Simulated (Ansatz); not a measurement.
# Residual resistivity of an alloy: Mo(100) with 4 layers of random Mo-W, 2x2, part 2 of 2

Aim: the residual resistivity of a random alloy, from Mo(100) with 4 layers of random Mo-W, 2x2 and longer regions.

Ansatz 0.2.0; Ansatz plane-wave DFT, PBE, PAW files; ballistic transport by layer matching (Landauer), zero bias; PAW set soft_1.

So far. Step 3 (With 8 alloy layers): Over the solved energies the transmission per spin lies between 5.46 and 5.51, out of 6.64 channels of the lead on average (up to 6.66).

## 4. With 12 alloy layers

In 12 layers a share of 0.5 of the sites is given to W at random. A fresh draw is used; the growth of the resistance with length is what counts.

System of this step: Mo(100) with 12 layers of random Mo-W, 2x2. The cell holds 88 atoms: 64 Mo and 24 W. Cell: a = 6.294 Å, b = 6.294 Å, c = 34.617 Å, α = 90.0°, β = 90.0°, γ = 90.0°. It derives from Mo. Regions: lead, 40 atoms (40 Mo); scattering region, 48 atoms (24 Mo and 24 W). The structure is stacked along c, and the current runs across the ab planes.

The input, input.yaml:

```yaml
crystal:
  lattice:
    - [6.294, 0.0, 0.0]
    - [0.0, 6.294, 0.0]
    - [0.0, 0.0, 34.617]
  atoms:
    - { symbol: Mo, position: [0.0, 0.0, 0.0227272727] }
    - { symbol: Mo, position: [0.0, 0.5, 0.0227272727] }
    - { symbol: Mo, position: [0.5, 0.0, 0.0227272727] }
    - { symbol: Mo, position: [0.5, 0.5, 0.0227272727] }
    - { symbol: Mo, position: [0.25, 0.25, 0.0681818182] }
    - { symbol: Mo, position: [0.25, 0.75, 0.0681818182] }
    - { symbol: Mo, position: [0.75, 0.25, 0.0681818182] }
    - { symbol: Mo, position: [0.75, 0.75, 0.0681818182] }
    - { symbol: Mo, position: [0.0, 0.0, 0.1136363636] }
    - { symbol: Mo, position: [0.0, 0.5, 0.1136363636] }
    - { symbol: Mo, position: [0.5, 0.0, 0.1136363636] }
    - { symbol: Mo, position: [0.5, 0.5, 0.1136363636] }
    - { symbol: Mo, position: [0.25, 0.25, 0.1590909091] }
    - { symbol: Mo, position: [0.25, 0.75, 0.1590909091] }
    - { symbol: Mo, position: [0.75, 0.25, 0.1590909091] }
    - { symbol: Mo, position: [0.75, 0.75, 0.1590909091] }
    - { symbol: Mo, position: [0.0, 0.0, 0.2045454545] }
    - { symbol: Mo, position: [0.0, 0.5, 0.2045454545] }
    - { symbol: Mo, position: [0.5, 0.0, 0.2045454545] }
    - { symbol: Mo, position: [0.5, 0.5, 0.2045454545] }
    - { symbol: Mo, position: [0.25, 0.25, 0.25] }
    - { symbol: W, position: [0.25, 0.75, 0.25] }
    - { symbol: Mo, position: [0.75, 0.25, 0.25] }
    - { symbol: Mo, position: [0.75, 0.75, 0.25] }
    - { symbol: Mo, position: [0.0, 0.0, 0.2954545455] }
    - { symbol: W, position: [0.0, 0.5, 0.2954545455] }
    - { symbol: Mo, position: [0.5, 0.0, 0.2954545455] }
    - { symbol: W, position: [0.5, 0.5, 0.2954545455] }
    - { symbol: Mo, position: [0.25, 0.25, 0.3409090909] }
    - { symbol: Mo, position: [0.25, 0.75, 0.3409090909] }
    - { symbol: Mo, position: [0.75, 0.25, 0.3409090909] }
    - { symbol: W, position: [0.75, 0.75, 0.3409090909] }
    - { symbol: W, position: [0.0, 0.0, 0.3863636364] }
    - { symbol: W, position: [0.0, 0.5, 0.3863636364] }
    - { symbol: Mo, position: [0.5, 0.0, 0.3863636364] }
    - { symbol: W, position: [0.5, 0.5, 0.3863636364] }
    - { symbol: Mo, position: [0.25, 0.25, 0.4318181818] }
    - { symbol: W, position: [0.25, 0.75, 0.4318181818] }
    - { symbol: W, position: [0.75, 0.25, 0.4318181818] }
    - { symbol: Mo, position: [0.75, 0.75, 0.4318181818] }
    - { symbol: Mo, position: [0.0, 0.0, 0.4772727273] }
    - { symbol: W, position: [0.0, 0.5, 0.4772727273] }
    - { symbol: Mo, position: [0.5, 0.0, 0.4772727273] }
    - { symbol: W, position: [0.5, 0.5, 0.4772727273] }
    - { symbol: Mo, position: [0.25, 0.25, 0.5227272727] }
    - { symbol: W, position: [0.25, 0.75, 0.5227272727] }
    - { symbol: W, position: [0.75, 0.25, 0.5227272727] }
    - { symbol: W, position: [0.75, 0.75, 0.5227272727] }
    - { symbol: Mo, position: [0.0, 0.0, 0.5681818182] }
    - { symbol: Mo, position: [0.0, 0.5, 0.5681818182] }
    - { symbol: Mo, position: [0.5, 0.0, 0.5681818182] }
    - { symbol: Mo, position: [0.5, 0.5, 0.5681818182] }
    - { symbol: Mo, position: [0.25, 0.25, 0.6136363636] }
    - { symbol: W, position: [0.25, 0.75, 0.6136363636] }
    - { symbol: Mo, position: [0.75, 0.25, 0.6136363636] }
    - { symbol: Mo, position: [0.75, 0.75, 0.6136363636] }
    - { symbol: Mo, position: [0.0, 0.0, 0.6590909091] }
    - { symbol: W, position: [0.0, 0.5, 0.6590909091] }
    - { symbol: W, position: [0.5, 0.0, 0.6590909091] }
    - { symbol: Mo, position: [0.5, 0.5, 0.6590909091] }
    - { symbol: W, position: [0.25, 0.25, 0.7045454545] }
    - { symbol: W, position: [0.25, 0.75, 0.7045454545] }
    - { symbol: W, position: [0.75, 0.25, 0.7045454545] }
    - { symbol: Mo, position: [0.75, 0.75, 0.7045454545] }
    - { symbol: W, position: [0.0, 0.0, 0.75] }
    - { symbol: W, position: [0.0, 0.5, 0.75] }
    - { symbol: W, position: [0.5, 0.0, 0.75] }
    - { symbol: W, position: [0.5, 0.5, 0.75] }
    - { symbol: Mo, position: [0.25, 0.25, 0.7954545455] }
    - { symbol: Mo, position: [0.25, 0.75, 0.7954545455] }
    - { symbol: Mo, position: [0.75, 0.25, 0.7954545455] }
    - { symbol: Mo, position: [0.75, 0.75, 0.7954545455] }
    - { symbol: Mo, position: [0.0, 0.0, 0.8409090909] }
    - { symbol: Mo, position: [0.0, 0.5, 0.8409090909] }
    - { symbol: Mo, position: [0.5, 0.0, 0.8409090909] }
    - { symbol: Mo, position: [0.5, 0.5, 0.8409090909] }
    - { symbol: Mo, position: [0.25, 0.25, 0.8863636364] }
    - { symbol: Mo, position: [0.25, 0.75, 0.8863636364] }
    - { symbol: Mo, position: [0.75, 0.25, 0.8863636364] }
    - { symbol: Mo, position: [0.75, 0.75, 0.8863636364] }
    - { symbol: Mo, position: [0.0, 0.0, 0.9318181818] }
    - { symbol: Mo, position: [0.0, 0.5, 0.9318181818] }
    - { symbol: Mo, position: [0.5, 0.0, 0.9318181818] }
    - { symbol: Mo, position: [0.5, 0.5, 0.9318181818] }
    - { symbol: Mo, position: [0.25, 0.25, 0.9772727273] }
    - { symbol: Mo, position: [0.25, 0.75, 0.9772727273] }
    - { symbol: Mo, position: [0.75, 0.25, 0.9772727273] }
    - { symbol: Mo, position: [0.75, 0.75, 0.9772727273] }
kpoints:
  mp_grid: { grid: [4, 4, 1] }
hamiltonian:
  xc: pbe
  pseudopotentials: { kind: paw, azcp: { folder: soft_1 } }
scf:
  occupations: { method: fermi_dirac, width: 0.1 }
output:
  transmission: { leads: [[0, 4]], kmesh: [8, 8], e_range: [-0.05, 0.05], de: 0.05 }
  write_potential: true
  write_density: true
  volumetric_format: npy
```

On the command line:

```
$ ansatz run input.yaml --threads 8 --pin off --max-ram 15360MiB --backend cpu --events-out ev --progress --plain --runs-dir out
```

Numbers of over 12 decimals in the logs are rounded to 6 here.

The log of the run:

```text
[...]
Crystal: 88 atoms, lattice volume = 1371.333 Å³
Basis set: ecut = 420 eV, 26839 PW (Γ)
Bands: 740, of which v1, the nominal top of the filled ones, is band 616 counted from 1 (615 counted from 0)
Symmetry: 1 space group operations
[...]
k-points: 10 of 16 (time reversal used)
[...]
SCF iter   1: F=—  HF=-566494.976164 eV  |F-HF|=—  |Δ(HF+E_count)|=         —  Δρ=9.71e-2  dr2=1.72e2  ethr=3.10e-3  ⟨swp⟩=4.6  Hψ=27524  notcnv=0
[...]
SCF iter  10: F=-566449.753730 eV  HF=-566449.753730 eV  |F-HF|=3.49e-9  |Δ(HF+E_count)|=   5.12e-9  Δρ=1.94e-7  dr2=3.42e-9  ethr=8.12e-12  ⟨swp⟩=7.0  Hψ=14419  notcnv=0
SCF 1 converged in 10 iterations: F = -566449.753730 eV  dr2 = 3.42e-9
[...]
transmission: 228 of 2278 steps passed
transmission: 456 of 2278 steps passed
[...]
transmission: 2278 of 2278 steps passed
SCF converged after 10 iterations
Free energy (F): -566449.753730 eV
[...]
Internal energy: -566447.841747 eV  (E = F + TS)
E sigma→0 (E₀):  -566448.797738 eV
Entropy (-TS):   -1.911983 eV (-21.727 meV/atom)
Fermi energy:    21.598708 eV
[...]
--- Band table (eV; the first three rows and the last of 10) ---
  k-point 0: bands = [... 612 lower, 21.4824, 21.4852, 21.5020, 21.5091, 21.5479, 21.5816, 21.5832, 21.5875, ... 120 higher]
  k-point 1: bands = [... 612 lower, 21.5569, 21.5683, 21.5983, 21.6099, 21.6163, 21.6183, 21.6284, 21.6347, ... 120 higher]
  k-point 2: bands = [... 612 lower, 21.5693, 21.5897, 21.6042, 21.6229, 21.7185, 21.7368, 21.7634, 21.7863, ... 120 higher]
  k-point 9: bands = [... 612 lower, 20.8311, 20.8431, 20.8737, 20.8830, 21.8509, 21.8614, 21.9131, 21.9365, ... 120 higher]
--- Transmission ---
  basis      : 349 plane waves across, 67 finite elements along
  points     : 34, standing for a mesh of 8 x 8
[...]
channels       : 6.593750e0 a spin
[...]
slowest decay  : 0.0441 /Å at (0.3750, 0.5000)
  junction   : crystal 0 to crystal 0, 0.70 to 33.74 Å
    transmission   : 5.274572e0 a spin
[...]
```

Elapsed: 14 min, on 8 threads of Arm Neoverse V2, shared host; peak memory 8.3 GiB; 84 min of CPU time.

Numbers from this step:

| Item | Value |
| --- | --- |
| free energy | -566449.7537 eV |
| energy at zero smearing | -566448.7977 eV |
| Fermi energy | 21.60 eV |
| transmission per spin nearest the Fermi level | 5.275 |
| step of the lead's potential | 2.9 meV |

Per spin. The transmission, zone mean by energy, zero at the Fermi level:

| energy (eV) | transmission, zone mean |
| --- | --- |
| -0.0500 | 5.16 |
| 0.0000 | 5.27 |
| 0.0500 | 5.35 |

Over the solved energies the transmission per spin lies between 5.16 and 5.35, out of 6.64 channels of the lead on average (up to 6.78).

## 5. The fit

This step: Ansatz plane-wave DFT, PBE, PAW files; ballistic transport by layer matching (Landauer), zero bias; residual resistivity from the slope of the area resistance, atoms on the host's lattice; PAW set soft_1 (Ansatz 0.2.0).

This step gave:

* resistivity: 9.194 µΩ cm
* intercept: 0.03422 fΩ m²
* scatter about the fit: 0.008689 fΩ m²

Resistance, by row:

| run | length (Å) | T | channels N | RA (fΩ m²) |
| --- | --- | --- | --- | --- |
| n4 | 6.294 | 6.071 | 6.76 | 0.08594 |
| n8 | 12.59 | 5.481 | 6.635 | 0.1622 |
| n12 | 18.88 | 5.259 | 6.635 | 0.2017 |

Table of area resistance by length of the alloy:

| length of the alloy (Å) | area resistance (fΩ m²) |
| --- | --- |
| 6.29 | 0.0859 |
| 12.59 | 0.162 |
| 18.88 | 0.202 |

The area resistance goes from 0.086 to 0.20 fΩ m² between 6.3 and 18.9 Å, a slope of 9.2 µΩ cm.

By hand from the end points: (0.2017 − 0.08594) fΩ m² / (18.88 − 6.29) Å = 9.2 µΩ cm, since 1 fΩ m² per Å is 1000 µΩ cm.

## 6. Summary of results

* resistivity from the slope: 9.19 µΩ cm
* area resistance over 6.29 Å: 0.0859 fΩ m²
* area resistance over 12.6 Å: 0.162 fΩ m²
* area resistance over 18.9 Å: 0.202 fΩ m²

What this shows: The slope gives 9.2 µΩ cm. The points scatter by 0.0087 fΩ m² about the line, with one random draw a length in a 2x2 cell, so the slope is a rough value. The lead's own channel count moves between the runs (6.76, 6.64 and 6.64), which shifts RA and the slope too. Read with a model of isotropic scattering on a spherical Fermi surface and the lead's 1.3×10¹⁵ S/m², this slope means a mean free path near 70 Å (a rough figure, since the alloy's own channel count differs); over these lengths the model's slope is 1.13 times its bulk resistivity, which would be 8.2 µΩ cm. The atoms sit on the host's lattice, so scattering by size misfit is left out. Spin-orbit coupling is left out, which matters for W.

[Logs are printed without paths, hosts, clocks, repeated set-up lines and the standing remarks that a program may print on its own settings, such as how far it seeks lower states.]

[Hosts, paths, dates, database ids (printed as entryN), source tags and the programs' standing remarks are cut or masked in the printed files.]
